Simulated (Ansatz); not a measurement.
# Zone-centre phonons of CaF2 at 30 GPa: input and output

All numbers below come from DFT PBEsol, scalar-relativistic, plane waves, PAW in Ansatz.

Launched with:
```bash
ansatz run input.yaml --threads 1 --pin off --max-ram 3072MiB --backend cpu --events-out ev --progress --plain --runs-dir out
```

Input (bare energies are in eV):
```yaml
crystal:
  lattice:
    - [0.0, 2.523974815, 2.523974815]
    - [2.523974815, 0.0, 2.523974815]
    - [2.523974815, 2.523974815, 0.0]
  atoms:
    - { symbol: Ca, position: [0.0, 0.0, 0.0] }
    - { symbol: F, position: [0.25, 0.25, 0.25] }
    - { symbol: F, position: [0.75, 0.75, 0.75] }
basis:
  ecutwfc: 420
kpoints:
  mp_grid: { grid: [8, 8, 8] }
hamiltonian:
  xc: pbesol
scf:
  occupations: { method: fixed }
output:
  eigenvalues: true
phonons:
  method: dfpt
  dielectric: true
  rigid_motions: translations
  eigenvectors: true
```

Results section of the output:
```
--- Phonons (Γ-DFPT): 2 representative perturbations + reference, on 95 of 512 k-points (Σ response iterations 7) ---
  k mesh reduced under 4 symmetry operations, with k and −k counted as one. Each operation leaves every solved perturbation unchanged. A smaller set is not considered because the run solves the response ...
  ASR residual: 4.086e-4 → 0.000e0 eV/Å²; symmetrization residual: 1.145e-6 eV/Å²
  ASR residual per site (eV/Å²): 4.09e-4 3.08e-4 3.08e-4
  Γ frequencies (cm⁻¹): 0.00 0.00 0.00 403.29 403.29 403.29 443.01 443.01 443.01
  ε∞ (high-frequency dielectric tensor):
        2.487525    -0.000000    -0.000000
        0.000000     2.487525     0.000000
       -0.000000     0.000000     2.487525
  ε⁰ (static dielectric tensor: ions relaxed, cell fixed):
        5.361397     0.000000     0.000000
        0.000000     5.361397     0.000000
        0.000000     0.000000     5.361397
  ε⁰ − ε∞ (ionic part):
        2.873872     0.000000     0.000000
        0.000000     2.873872     0.000000
        0.000000     0.000000     2.873872
  softest optical mode at Γ: 403.29 cm⁻¹; the repairs (sum rule, projections) moved no ω² at Γ by more than (2.14 cm⁻¹)²
  Born effective charges Z* (e; rows j = field, columns β = displacement):
    site 0:
         2.44092   -0.00000    0.00000
         0.00000    2.44092    0.00000
         0.00000   -0.00000    2.44092
    site 1:
        -1.22046   -0.00000   -0.00000
        -0.00000   -1.22046   -0.00000
         0.00000    0.00000   -1.22046
    site 2:
        -1.22046    0.00000   -0.00000
        -0.00000   -1.22046   -0.00000
         0.00000    0.00000   -1.22046
  Z* charge neutrality: 8.867e-6 e pre-enforcement
  k-mesh period / interband length: 28.6 Å / 0.83 Å = 34.25 at k = (0.0000, 0.0000, 0.0000), direct gap 8.887 eV — 14 or more, which is no proof of convergence
  optical modes at Γ without the LO–TO term, one row a degenerate level:
      ω (cm⁻¹) modes IR ((D/Å)²/amu)
        403.29      3            21.1421
        443.01      3             0.0000
  optical modes at Γ + LO–TO along q̂ = [1.0000, 0.0000, 0.0000]:
      ω (cm⁻¹) modes IR ((D/Å)²/amu)
        403.29      2            14.0948
        443.01      3             0.0000
        592.07      1             7.0474
  optical modes at Γ + LO–TO along q̂ = [0.0000, 1.0000, 0.0000]:
      ω (cm⁻¹) modes IR ((D/Å)²/amu)
        403.29      2            14.0948
        443.01      3             0.0000
        592.07      1             7.0474
  optical modes at Γ + LO–TO along q̂ = [0.0000, 0.0000, 1.0000]:
      ω (cm⁻¹) modes IR ((D/Å)²/amu)
        403.29      2            14.0948
        443.01      3             0.0000
        592.07      1             7.0474
```

The run took 19 s on 1 thread of Arm Neoverse V2, on a shared host, peak memory 0.46 GiB.

The real crystal has changed phase below this pressure.